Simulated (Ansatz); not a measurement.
ZnS under changes of volume

One of the cells (19.727 Å³/atom); the others are scaled copies at fixed shape and fractional positions:

```xyz
2
Lattice="0.0000 2.7020 2.7020 2.7020 0.0000 2.7020 2.7020 2.7020 0.0000" Properties=species:S:1:pos:R:3 pbc="T T T"
Zn    4.0530    4.0530    4.0530
S     0.0000    0.0000    0.0000
```

```yaml
Program: Ansatz 0.2.0
Functional: PBE-EpsX
Potentials_or_basis: Ansatz PAW
Cutoff: "420 eV (not typed: the program's choice for these potentials)"
k_mesh: 5 × 5 × 5
Occupations: fermi-dirac, width 0.05 eV
Spin: no spin polarisation
```

```csv
volume (Å³/atom),energy over the lowest point (meV/atom),pressure (GPa),gap on the mesh (eV)
18.543,?,?,?
18.938,12.60,4.5,3.58
19.332,4.03,2.7,3.48
19.727,0.00,1.0,3.38
20.121,0.08,-0.5,3.29
20.516,3.83,-1.8,3.19
20.910,10.99,-3.0,3.10
```

What does the run at 18.543 Å³/atom give?

Energy over the lowest point 26.24 meV/atom; pressure 6.6 GPa; gap on the mesh 3.68 eV.

Worked out: A Birch-Murnaghan fit of order 3 (a polynomial in V^(-2/3)) to the other rows has its minimum at 19.92 Å³/atom with B0 = V·E''(V) = 80 GPa and B' = 4.0. It gives 26.19 meV/atom at 18.543 Å³/atom, against the run's 26.24, and -dE/dV = 6.6 GPa, against 6.6. A straight line through the other rows of the gap, of slope -4.85 eV per unit of ln V (its deformation potential), extrapolates to 3.68 eV, against the run's 3.68.

Energies are extrapolated to zero smearing.

Caveats: odd divisions of the mesh miss points on the zone boundary, where band edges often lie, so the gap on the mesh can be too wide; the PAW data sets come from PBE, with cores solved anew for the run's functional, which leaves a small shift of forces and pressure; the thresholds are loose for stress.
